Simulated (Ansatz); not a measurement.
**The polar optical mode of SrO at 2 GPa, worked through**

Theory: DFT PBE, scalar-relativistic, plane waves, PAW (Ansatz). Plane waves to 420 eV; Γ-centred k mesh 8×8×8; fixed occupations. No spin polarisation. Phonons by linear response, acoustic sum rule imposed.

The cell, relaxed at 2 GPa:
```
Sr O
1.0
     0.00000    2.57813    2.57813
     2.57813    0.00000    2.57813
     2.57813    2.57813    0.00000
Sr O
1 1
Direct
  0.00000 0.00000 0.00000
  0.50000 0.50000 0.50000
```

Linear response gives ν_TO = 202.6 cm⁻¹, Born charges ±2.448 e (positive on Sr) and ε∞ = 3.795. The primitive cell holds 34.272 Å³, and the masses are 87.620 and 15.999 amu.

Problem. Find ν_LO and the static dielectric constant.

Solution. The long-wave field adds a restoring force: ω_LO² − ω_TO² = Z*²e²/(ε_vac ε∞ μV). In these units ν_LO² − ν_TO² = 4.92064×10⁷ Z*²/(μ V ε∞) cm⁻², with μ = m₁m₂/(m₁ + m₂) = 13.529 amu: 167570 cm⁻². So ν_LO = √(202.6² + 167570) = 456.8 cm⁻¹, and the run gives 456.8. Lyddane–Sachs–Teller then gives ε0 = ε∞ (ν_LO/ν_TO)² = 19.28, against 19.28 in the run (it forms both from the same three quantities, so the match checks the arithmetic only). Between ν_TO and ν_LO the dielectric function is negative and an undamped crystal reflects fully: a reststrahlen band from 21.9 to 49.3 μm.

Problem. What do the Clausius–Mossotti polarisability and the Szigeti charge come to?

Solution. With the Lorentz local field, α = (3V/4π)(ε∞ − 1)/(ε∞ + 2) = 3.95 Å³ for the pair, and e_S = 3Z*/(ε∞ + 2) = 1.27 e. The Born charge includes the electrons' response to the dipole's own local field, and e_S takes that enhancement out. The Lorentz field assumes point-like polarisable ions, a fair picture at this small ε∞.

Problem. How strongly does a slow electron couple to the LO mode?

Solution. For one isotropic parabolic band, Fröhlich's constant is α_F = (1/ε∞ − 1/ε0) √(m* Ry/ħω_LO), with Ry = 13.606 eV, ħω_LO = 56.6 meV and m* in free-electron masses: α_F = 0.2117 × 15.50 × √m* = 3.28 √m*. The band mass isn't part of this run; for m* = 0.1, 0.3 and 1 it gives 1.04, 1.80, 3.28. In weak coupling the polaron lies α_F ħω_LO below the band edge (102 meV at m* = 0.3) with a mass m*(1 + α_F/6); past α_F of about 5 or 6 that expansion fails. A semilocal functional's ε∞ tends to be too large, which taken alone lowers α_F.

Cost: 1 run of about 0.8 core-minutes, on Arm Neoverse N1 (shared hosts).